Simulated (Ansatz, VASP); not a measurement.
# SnSe: VASP beside Ansatz

File INCAR:

```
PREC     = Accurate       # precision mode
ENCUT    = 520            # plane-wave cutoff, eV
EDIFF    = 1E-6           # SCF threshold, eV
ISMEAR   = -1             # smearing method
SIGMA    = 0.05           # smearing width, eV
LREAL    = F              # projectors in reciprocal space
LASPH    = T              # aspherical terms in the spheres
NELM     = 100            # most SCF steps
ALGO     = Normal         # electronic algorithm
ISIF     = 2              # what is computed and relaxed
LWAVE    = F              # write WAVECAR
LCHARG   = F              # write CHGCAR
GGA      = PS             # functional
NBANDS   = 28             # bands
```

File KPOINTS:

```
Automatic mesh
0
Gamma
  6 6 3
```

Contents of POSCAR:

```
SnSe
1.0
    4.3693747848      0.0000000000      0.0000000000
    0.0000000000      4.3693747848      0.0000000000
    0.0000000000      0.0000000000     11.2062506230
Sn Se
2 2
Direct
    0.0000000000      0.5000000000      0.6277708900
    0.5000000000      0.0000000000      0.3722291100
    0.0000000000      0.5000000000      0.3839605100
    0.5000000000      0.0000000000      0.6160394900
```

input.yaml

```yaml
crystal:
  lattice:
    - [4.3693747848, 0.0, 0.0]
    - [0.0, 4.3693747848, 0.0]
    - [0.0, 0.0, 11.206250623]
  atoms:
    - { symbol: Sn, position: [0.0, 0.5, 0.62777089] }
    - { symbol: Sn, position: [0.5, 0.0, 0.37222911] }
    - { symbol: Se, position: [0.0, 0.5, 0.38396051] }
    - { symbol: Se, position: [0.5, 0.0, 0.61603949] }
hamiltonian:
  xc: pbesol
  pseudopotentials: { kind: paw }
kpoints:
  mp_grid: { grid: [6, 6, 3] }
scf:
  occupations: { method: fermi_dirac, width: 0.05 }
output:
  forces: true
  stress: true
  eigenvalues: true
  write_density: true
  write_potential: true
  elf: true
  volumetric_format: npy
```

Alike in both runs: task single point; functional PBEsol; k mesh 6 × 6 × 3; occupations fermi-dirac, width 0.05 eV; no spin polarisation.

|  | VASP | Ansatz |
| --- | --- | --- |
| version | VASP 6.6.1 | Ansatz 0.2.0 |
| potentials or method | VASP PAW PBE potentials, release 64 (Sn_d, Se) | Ansatz PAW |
| plane-wave cutoff (eV) | 520 | 420 |
| valence electrons in the cell | 40 | 60 |

```tsv
	VASP	Ansatz	Ansatz less VASP
gap on the k mesh at the Fermi level (eV)	1.52	1.52	+0.006
least direct gap on the mesh (eV)	1.52	1.52	+0.006
rms of the force components (eV/Å)	0.204	0.211	+0.0073
```

Atom by atom the forces differ by 0.008 eV/Å (rms over components). The functional is the same, so the differences come from potentials, cutoffs and numerics. The two sets of potentials don't hold the same shells in valence.

Caveats: spin-orbit coupling is left out, which moves the levels of the heavy elements; the PAW data sets were made with another functional, which shifts forces and pressure a little (VASP); odd divisions of the mesh miss points on the zone boundary, where band edges often lie, so the gap on the mesh can be too wide (Ansatz); the PAW data sets come from PBE, with cores solved anew for the run's functional, which leaves a small shift of forces and pressure (Ansatz).
